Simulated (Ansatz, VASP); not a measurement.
BN: VASP beside Ansatz

```
B N
1.0
     2.42569    0.00000    0.00000
    -1.21285    2.10071    0.00000
     0.00000    0.00000    7.09819
B N
2 2
Direct
  0.33333 0.66667 0.25000
  0.66667 0.33333 0.75000
  0.33333 0.66667 0.75000
  0.66667 0.33333 0.25000
```

Alike in both runs: task single point; functional PBE; dispersion D3(BJ); k mesh 12 × 12 × 4; occupations gaussian, width 0.05 eV; no spin polarisation.

|  | VASP | Ansatz |
| --- | --- | --- |
| version | VASP 6.6.1 | Ansatz 0.2.0 |
| potentials or method | VASP PAW PBE potentials, release 64 (B, N) | scalar-relativistic, plane waves, PAW |
| plane-wave cutoff (eV) | 520 | 420 |
| valence electrons in the cell | 16 | 16 |

Ansatz gave:

```
gap on the k mesh at the Fermi level (eV)       : 4.55
least direct gap on the mesh (eV)               : 4.91
pressure (GPa)                                  : 25.1
largest component of the traceless stress (GPa) : 26.66
```

Estimate VASP's values.

gap on the k mesh at the Fermi level (eV): 4.54; least direct gap on the mesh (eV): 4.90; pressure (GPa): 25.1; largest component of the traceless stress (GPa): 26.89.

Caveats: so large a pressure means that the cell lies far from this level's equilibrium, or that cutoff or potentials fall short (VASP). A k mesh can miss the band edges.
